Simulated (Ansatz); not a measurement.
Pressure series in BaTe

Start from BaTe in the rock salt structure (space group Fm-3m, No. 225).

```cif
data_BaTe
_chemical_formula_sum 'Ba1 Te1'
_space_group_name_H-M_alt 'P 1'
_space_group_IT_number 1
_cell_length_a 4.90830
_cell_length_b 4.90830
_cell_length_c 4.90830
_cell_angle_alpha 60.000
_cell_angle_beta 60.000
_cell_angle_gamma 60.000
loop_
_space_group_symop_operation_xyz
  'x, y, z'
loop_
_atom_site_label
_atom_site_type_symbol
_atom_site_fract_x
_atom_site_fract_y
_atom_site_fract_z
_atom_site_occupancy
Ba1 Ba 0.00000 0.00000 0.00000 1
Te1 Te 0.50000 0.50000 0.50000 1
```

Cell and atoms are relaxed at each pressure.

Level of theory: PBEsol in Ansatz (plane waves to 420 eV, PAW, no spin-orbit coupling).

Notes on the quantities. hole mass: degenerate bands, along [100]; enthalpy: H = E + PV relative to the base's energy.

| change | smallest direct gap | band gap | hole mass | enthalpy |
|---|---|---|---|---|
| base | 1.82 eV | 1.46 eV | 0.15, 1.2, 1.2 mₑ (at Γ) | – |
| pressure −2 GPa | 1.97 eV | 1.61 eV | 0.16, 1.3, 1.3 mₑ (at Γ) | -0.54 eV/atom |
| pressure −1 GPa | 1.89 eV | 1.53 eV | 0.15, 1.3, 1.3 mₑ (at Γ) | -0.27 eV/atom |
| pressure 0.3 GPa | 1.80 eV | 1.44 eV | 0.15, 1.2, 1.2 mₑ (at Γ) | +0.08 eV/atom |
| pressure 0.7 GPa | 1.77 eV | 1.42 eV | 0.15, 1.2, 1.2 mₑ (at Γ) | +0.18 eV/atom |
| pressure 1.5 GPa | 1.71 eV | 1.37 eV | 0.14, 1.2, 1.2 mₑ (at Γ) | +0.38 eV/atom |
| pressure 3 GPa | 1.61 eV | 1.27 eV | 0.14, 1.2, 1.2 mₑ (at Γ) | +0.75 eV/atom |
| pressure 5 GPa | 1.49 eV | 1.16 eV | 0.14, 1.1, 1.1 mₑ (at Γ) | +1.22 eV/atom |
| pressure 7.5 GPa | 1.34 eV | 1.04 eV | 0.13, 1.1, 1.1 mₑ (at Γ) | +1.79 eV/atom |
| pressure 10 GPa | 1.20 eV | 0.92 eV | 0.12, 1.0, 1.0 mₑ (at Γ) | +2.33 eV/atom |

With Te present, leaving out spin-orbit coupling can change the band edges. Load acts through the strain it causes; cell and atoms are relaxed under it. Masses are band curvatures over ±0.01 Å⁻¹ around the edge. Whether these cells are dynamically stable was not tested. No other phases were tried under pressure.

Ansatz is a first-principles code.
